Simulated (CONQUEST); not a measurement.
# Zn under changes of volume

One of the cells (15.330 Å³/atom); the others are scaled copies at fixed shape and fractional positions:

```
Zn
1.0
     2.67000    0.00000    0.00000
     0.00000    4.62458    0.00000
     0.00000    0.00000    4.96600
Zn
4
Cartesian
  0.0000 1.5415 1.2415
  1.3350 3.8538 1.2415
  0.0000 3.0831 3.7245
  1.3350 0.7708 3.7245
```

* Program: CONQUEST 1.3
* Functional: PBE
* Potentials or basis: PseudoDojo NC PBE, SZP, grid of 32 × 48 × 48 points
* k mesh: 10 × 6 × 6
* Occupations: fermi-dirac, width 0.05 eV
* Spin: no spin polarisation

| volume (Å³/atom) | energy over the lowest point (meV/atom) | pressure (GPa) | largest force (eV/Å) |
| --- | --- | --- | --- |
| 14.410 | ? | ? | ? |
| 14.716 | 28.49 | 7.4 | 0.002 |
| 15.023 | 16.11 | 5.6 | 0.002 |
| 15.330 | 7.52 | 3.6 | 0.005 |
| 15.636 | 2.30 | 2.1 | 0.002 |
| 15.943 | 0.00 | 0.5 | 0.002 |
| 16.249 | 0.17 | -0.7 | 0.002 |

Q: What does the run at 14.410 Å³/atom give?

A: Energy over the lowest point 44.94 meV/atom; pressure 9.7 GPa; largest force 0.006 eV/Å.

Worked out: A Birch-Murnaghan fit of order 3 (a polynomial in V^(-2/3)) to the other rows has its minimum at 16.07 Å³/atom with B0 = V·E''(V) = 65 GPa and B' = 6.4 at fixed shape and positions, which overstates the stiffness. It gives 45.23 meV/atom at 14.410 Å³/atom, against the run's 44.94, and -dE/dV = 10.0 GPa, against 9.7.

Energies are extrapolated to zero smearing.

Caveats: the atomic basis is small; the basis of atomic orbitals isn't converged, which shifts pressures, moduli and gaps.
